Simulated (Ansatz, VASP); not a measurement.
CuI (Marshite) in VASP and in Ansatz

```xyz
2
Lattice="0.0000 3.0986 3.0986 3.0986 0.0000 3.0986 3.0986 3.0986 0.0000" Properties=species:S:1:pos:R:3 pbc="T T T"
Cu    1.5493    1.5493    1.5493
I     0.0000    0.0000    0.0000
```

Alike in both runs: task single point; functional PBE; k mesh 8 × 8 × 8; occupations gaussian, width 0.02 eV; no spin polarisation.

|  | VASP | Ansatz |
| --- | --- | --- |
| version | VASP 6.6.1 | Ansatz 0.2.0 |
| potentials or method | VASP PAW PBE potentials, release 64 (Cu, I) | scalar-relativistic, plane waves, PAW |
| plane-wave cutoff (eV) | 520 | 420 |
| valence electrons in the cell | 18 | 36 |

|  | VASP | Ansatz | Ansatz less VASP |
| --- | --- | --- | --- |
| gap on the k mesh at the Fermi level (eV) | 0.98 | 0.96 | -0.020 |
| least direct gap on the mesh (eV) | 0.98 | 0.96 | -0.020 |
| pressure (GPa) | -1.6 | -1.9 | -0.31 |

With one functional, cell and mesh, what is left measures potentials, basis and numerics. The two sets of potentials don't hold the same shells in valence.

Caveats: spin-orbit coupling is left out, which moves the levels of the heavy elements.
